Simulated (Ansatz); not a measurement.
CoPt (L1₀ or tetragonal B2, P4/mmm) at seven volumes, the program Ansatz at the PBE level (PAW), shape and atoms relaxed at each. One row is withheld.

```
V (Å³/atom)  P (GPa)
-----------  -------
12.301         26.19
12.707             ?
13.112          7.16
13.518          0.00
13.923         -5.88
14.329        -10.78
14.734        -14.91
```

### Question
Fit the shown pressures and predict the withheld one.

### Answer
P = (3/2)B₀(x^(7/2) − x^(5/2))[1 + (3/4)(B′ − 4)(x − 1)] with x = (V₀/V)^(2/3). Least squares on the six rows gives V₀ = 13.519 Å³/atom, B₀ = 217 GPa, B′ = 5.23. At V = 12.707, x = 1.0422 and P = 15.81 GPa. The run itself gave 15.83 GPa.

Symmetry was held in the PBE relaxation. Magnetic state: ferromagnetic, chosen from 5 collinear starts compared on coarse meshes (ties went to the first, and starts can fall back to one state), not a proven ground state. Textbook magnetic order: ferromagnetic. Scalar-relativistic: spin–orbit coupling is off unless named, which matters more the heavier the elements.

Potentials: the later of the program's two PAW sets.
